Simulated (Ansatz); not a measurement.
## ZnSe under compression and expansion

```
CELL_PARAMETERS angstrom
0.00000 2.83380 2.83380
2.83380 0.00000 2.83380
2.83380 2.83380 0.00000
ATOMIC_POSITIONS crystal
Zn 0.00000 0.00000 0.00000
Se 0.75000 0.75000 0.75000
```

The geometry is COD entry 9008857, unchecked; take it as a test cell.

Levels of theory: DFT, LDA, all-electron LAPW, scalar-relativistic (Ansatz 0.2.0); DFT, LDA, PAW with Ansatz's default frozen-core files, scalar-relativistic (Ansatz 0.2.0).

For LAPW: a Γ-centred 8×8×8 k mesh, Fermi–Dirac smearing of 0.03 eV, basis error target 1 meV/atom, no spin polarisation. PAW takes a cutoff of 420 eV at this cell (files made with PBE, cores remade for this functional). The Ansatz runs share mesh, smearing and spin set-up. Plane-wave (PAW) pressures include the program's estimate of the Pulay term.

The cell above is scaled evenly, with fractional coordinates and shape held.

| V/V(cell) | V (Å³/atom) | P, LAPW (GPa) | P, PAW (GPa) | gap on the k mesh, LAPW (eV) |
| --- | --- | --- | --- | --- |
| 0.9400 | 21.391 | 0.64 | 0.61 | 1.29 |
| 0.9405 | 21.403 | 0.60 | 0.57 | 1.28 |
| 0.9600 | 21.846 | -0.86 | -0.88 | 1.20 |
| 0.9700 | 22.074 | -1.54 | -1.57 | 1.15 |
| 0.9800 | 22.301 | -2.19 | -2.21 | 1.11 |
| 0.9900 | 22.529 | -2.80 | -2.82 | 1.07 |
| 1.0000 | 22.757 | -3.37 | -3.40 | 1.03 |
| 1.0100 | 22.984 | ? | ? | ? |
| 1.0200 | 23.212 | -4.43 | -4.45 | 0.95 |
| 1.0300 | 23.439 | -4.91 | -4.93 | 0.92 |
| 1.0400 | 23.667 | -5.36 | -5.38 | 0.88 |
| 1.0600 | 24.122 | -6.19 | -6.21 | 0.81 |

Question: Fill in the row V/V(cell) = 1.0100.

Answer: P, LAPW (GPa) = -3.92, P, PAW (GPa) = -3.94, gap on the k mesh, LAPW (eV) = 0.99.

Question: What do Birch–Murnaghan fits to the pressures give?

Answer: LAPW: V0 = 21.58 Å³/atom, B0 = 72 GPa, B0′ = 4.6; PAW: V0 = 21.57 Å³/atom, B0 = 72 GPa, B0′ = 4.6.

PAW's V0 lies -0.03 % from the all-electron value and its B0 0.1 %. Symmetry fixes shape and coordinates here, so this is the relaxed modulus.
